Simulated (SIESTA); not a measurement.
A run of SIESTA 5.4.2 is set up as follows.

NaH.fdf

```
SystemName                      NaH
SystemLabel                     NaH
NumberOfSpecies                 2
NumberOfAtoms                   2
%block ChemicalSpeciesLabel
  1  11 Na
  2   1 H
%endblock ChemicalSpeciesLabel

LatticeConstant                 1.0 Ang
%block LatticeVectors
     0.0000000000     2.4400000000     2.4400000000
     2.4400000000     0.0000000000     2.4400000000
     2.4400000000     2.4400000000     0.0000000000
%endblock LatticeVectors
AtomicCoordinatesFormat         Fractional
%block AtomicCoordinatesAndAtomicSpecies
     0.0000000000     0.0000000000     0.0000000000  1  Na
     0.5000000000     0.5000000000     0.5000000000  2  H
%endblock AtomicCoordinatesAndAtomicSpecies

%block kgrid.MonkhorstPack
    9   0   0  0.0
    0   9   0  0.0
    0   0   9  0.0
%endblock kgrid.MonkhorstPack
XC.Functional                   GGA
XC.Authors                      PBE
PAO.BasisSize                   DZP
PAO.EnergyShift                 0.003 Ry
Mesh.Cutoff                     800 Ry
OccupationFunction              FD
ElectronicTemperature           0.05 eV
MaxSCFIterations                120
SCF.MustConverge                false
SCF.Mixer.Method                Pulay
SCF.Mixer.Weight                0.25
SCF.Mixer.History               8
SCF.DM.Tolerance                5.0e-05
SCF.H.Tolerance                 1.0e-03 eV
WriteForces                     true
Charge.Mulliken                 end
%block PAO.Basis
  Na 4
  n=2 0 2
    2.919 0.000
  n=3 0 2
    9.500 0.000
  n=2 1 2
    3.442 0.000
  n=3 1 1
    9.500
%endblock PAO.Basis
```

Potentials or basis: PseudoDojo 0.4 stringent (PBE files), DZP (energy shift 0.003 Ry; two zetas on semicore shells).

Command:

```console
$ siesta < NaH.fdf > NaH.out 2>&1
```

(1) What does it give for the pressure?

(2) Estimate the band gap on the k mesh.

Results:

(1) -0.3 GPa.

(2) 4.09 eV, indirect (least direct gap 4.81 eV).

Caveat: an odd mesh through Γ misses points on the zone boundary, where band edges often lie; the basis of atomic orbitals isn't converged, which shifts pressures, moduli and gaps.
